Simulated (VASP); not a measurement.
# AlN (P6_3mc) in VASP: further runs, part 2 of 2

VASP 6.6.1. Earlier steps stand in the parts before.

## 3. Relaxation of the atoms, PBE (z stretched by +3 %, ions relaxed)

Contents of INCAR:

```
SYSTEM = AlN
PREC     = Accurate       ! precision mode
ENCUT    = 520            ! plane-wave cutoff, eV
EDIFF    = 1E-6           ! SCF threshold, eV
ISMEAR   = -1             ! smearing method
SIGMA    = 0.02           ! smearing width, eV
LREAL    = .FALSE.        ! projectors in reciprocal space
LASPH    = .TRUE.         ! aspherical terms in the spheres
NELM     = 100            ! most SCF steps
ALGO     = Fast           ! electronic algorithm
ISIF     = 2              ! what is computed and relaxed
LWAVE    = .FALSE.        ! write WAVECAR
LCHARG   = .FALSE.        ! write CHGCAR
GGA      = PE             ! functional
IBRION   = 2              ! ionic algorithm
NSW      = 80             ! ionic steps
EDIFFG   = -0.02          ! ionic threshold
```

Contents of KPOINTS:

```
regular mesh
0
G
  11 11 6
  0 0 0
```

Contents of POSCAR:

```
AlN
1.0
    3.1100000000      0.0000000000      0.0000000000
   -1.5550000000      2.6933390058      0.0000000000
    0.0000000000      0.0000000000      5.1294000000
Al N
2 2
Direct
    0.6666666667      0.3333333333      0.0000000000
    0.3333333333      0.6666666667      0.5000000000
    0.6666666667      0.3333333333      0.3820000000
    0.3333333333      0.6666666667      0.8820000000
```

Potentials or basis: VASP PAW PBE potentials, release 64 (Al, N).

Launch:

```sh
$ cat potpaw_PBE.64/Al/POTCAR potpaw_PBE.64/N/POTCAR > POTCAR
$ mpirun -np 1 vasp_std > vasp.out
```

OUTCAR:

```text
SYSTEM = AlN
   PREC = Accurate
   ENCUT = 520
   EDIFF = 1E-6
   ISMEAR = -1
   LREAL = .FALSE.
   LASPH = .TRUE.
   NELM = 100
   ISIF = 2
   GGA = PE
   IBRION = 2
   NSW = 80
   EDIFFG = -0.02

 ion  position               nearest neighbor table
   1  0.667  0.333  0.000-   4 1.89   4 1.89   4 1.89   3 1.96   2 3.13   2 3.13   2 3.13   2 3.13
                             2 3.13   2 3.13
   2  0.333  0.667  0.500-   3 1.89   3 1.89   3 1.89   4 1.96   1 3.13   1 3.13   1 3.13   1 3.13
                             1 3.13   1 3.13
   3  0.667  0.333  0.382-   2 1.89   2 1.89   2 1.89   1 1.96
   4  0.333  0.667  0.882-   1 1.89   1 1.89   1 1.89   2 1.96

  LATTYP: Found a hexagonal cell.
 ALAT       =     3.1100000000
 C/A-ratio  =     1.6493247588

  Lattice vectors:

 A1 = (   3.1100000000,   0.0000000000,   0.0000000000)
 A2 = (  -1.5550000000,   2.6933390058,   0.0000000000)
 A3 = (   0.0000000000,   0.0000000000,   5.1294000000)

Analysis of symmetry for initial positions (statically):
=====================================================================
 Subroutine PRICEL returns:
 Original cell was already a primitive cell.

 Routine SETGRP: Setting up the symmetry group for a
 hexagonal supercell.

 Subroutine GETGRP returns: Found 12 space group operations
 (whereof  6 operations were pure point group operations)
 out of a pool of 24 trial point group operations.

The static configuration has the point symmetry C_3v.
 The point group associated with its full space group is C_6v.

Analysis of symmetry for dynamics (positions and initial velocities):
=====================================================================
 Subroutine PRICEL returns:
 Original cell was already a primitive cell.

 Routine SETGRP: Setting up the symmetry group for a
 hexagonal supercell.

 Subroutine GETGRP returns: Found 12 space group operations
 (whereof  6 operations were pure point group operations)
 out of a pool of 24 trial point group operations.

[... 191 lines left out ...]

--------------------------------------- Ionic step        2  -------------------------------------------

 number of electron      15.9999998 magnetization

 Free energy of the ion-electron system (eV)
  ---------------------------------------------------
  ext. energy  EPLUGINS =         0.00000000
  ---------------------------------------------------
  free energy    TOTEN  =       -29.75839787 eV

  energy without entropy =      -29.75839787  energy(sigma->0) =      -29.75839787

 E-fermi :   6.2060     XC(G=0): -10.7899

 val. band max:        5.7490086008   @ k =   0.0000   0.0000   0.0000
 cond. band min:       9.7962385727   @ k =   0.0000   0.0000   0.0000
 fundamental gap:      4.0472299719
 Fermi energy:         6.2059812178

 k-point     1 :       0.0000    0.0000    0.0000
  band No.  band energies     occupation
      1      -9.1324      2.00000
      2      -7.1880      2.00000
      3      -0.0930      2.00000
      4       5.1832      2.00000
      5       5.1832      2.00000
      6       5.7085      2.00000
      7       5.7490      2.00000
      8       5.7490      2.00000
      9       9.7962      0.00000
     10      12.5698      0.00000
     11      16.0598      0.00000
     12      17.1144      0.00000
[... 331 lines left out ...]
 k-point    24 :       0.1818    0.0909    0.1667
  band No.  band energies     occupation
      1      -8.3551      2.00000
      2      -6.9542      2.00000
      3       0.9495      2.00000
      4       2.9474      2.00000
      5       3.3278      2.00000
      6       4.5047      2.00000
      7       5.2354      2.00000
      8       5.3736      2.00000
      9      11.8674      0.00000
     10      13.5776      0.00000
     11      14.2762      0.00000
     12      15.3345      0.00000

 [... further k-points ...]

------------------------ aborting loop because EDIFF is reached ----------------------------------------

  FORCE on cell =-STRESS in cart. coord.  units (eV):
  Direction    XX          YY          ZZ          XY          YZ          ZX
  --------------------------------------------------------------------------------------
  -------------------------------------------------------------------------------------
  Total        0.2555503      0.2555503     -1.8864538      0.0000000     -0.0000000      0.0000000
  in kB        9.5294737      9.5294737    -70.3458989      0.0000000     -0.0000000      0.0000000
  external PRESSURE =     -17.0956505 kB  Pullay stress =       0.0000000 kB

 VOLUME and BASIS-vectors are now :
 -----------------------------------------------------------------------------
  energy-cutoff  :      520.00
  volume of cell :       42.97
      direct lattice vectors                 reciprocal lattice vectors
     3.110000000  0.000000000  0.000000000     0.321543408  0.185643173  0.000000000
    -1.555000000  2.693339006  0.000000000     0.000000000  0.371286347  0.000000000
     0.000000000  0.000000000  5.129400000     0.000000000  0.000000000  0.194954576

 POSITION                                       TOTAL-FORCE (eV/Angst)
 -----------------------------------------------------------------------------------
      1.55500      0.89778      0.01359        -0.000000     -0.000000     -0.011680
     -0.00000      1.79556      2.57829        -0.000000     -0.000000     -0.011680
      1.55500      0.89778      1.94584        -0.000000     -0.000000      0.011680
     -0.00000      1.79556      4.51054         0.000000      0.000000      0.011680
 -----------------------------------------------------------------------------------
    total drift:                               -0.000000     -0.000000     -0.000669

  FREE ENERGIE OF THE ION-ELECTRON SYSTEM (eV)
  ---------------------------------------------------
  free  energy   TOTEN  =       -29.7583978706 eV

  energy  without entropy=      -29.7583978706  energy(sigma->0) =      -29.75839787

 reached required accuracy - stopping structural energy minimisation
```

Wall time 27 s (1 thread of AMD EPYC 9R45 (Zen 5), shared host); peak memory 0.14 GiB.

What came out:

| Item | Value |
| --- | --- |
| Free energy | -29.7584 eV |
| Energy gained by relaxing | 1.9 meV/atom |
| Ionic steps | 2 |
| Pressure after relaxing | -1.7 GPa |
| Largest force after relaxing | 0.012 eV/Å |
| Band gap on the k mesh | 4.05 eV, direct |

Forces on the atoms (eV/Å):
```
Al   0.000  0.000 -0.012
Al   0.000  0.000 -0.012
N    0.000  0.000  0.012
N    0.000  0.000  0.012
```

Step by step:
```tsv
step	energy change (eV)	largest force (eV/Å)	pressure (GPa)
1	0.0000	0.2817	-1.54
2	-0.0075	0.0117	-1.71
```

Final structure:
```
CELL_PARAMETERS angstrom
3.11000 0.00000 0.00000
-1.55500 2.69334 0.00000
0.00000 0.00000 5.12940
ATOMIC_POSITIONS crystal
Al 0.66667 0.33333 0.00265
Al 0.33333 0.66667 0.50265
N 0.66667 0.33333 0.37935
N 0.33333 0.66667 0.87935
```

Levels at points of the mesh, in eV from the valence-band top:
```csv
k point,band 5,band 6,band 7,band 8,band 9,band 10,band 11,band 12
"(0.00, 0.00, 0.00)",-0.57,-0.04,0.00,0.00,4.05,6.82,10.31,11.37
"(0.00, 0.00, 0.50)",-0.29,-0.29,-0.29,-0.29,6.43,6.43,10.09,10.09
```

Caveat: an odd mesh through Γ misses points on the zone boundary, where band edges often lie.
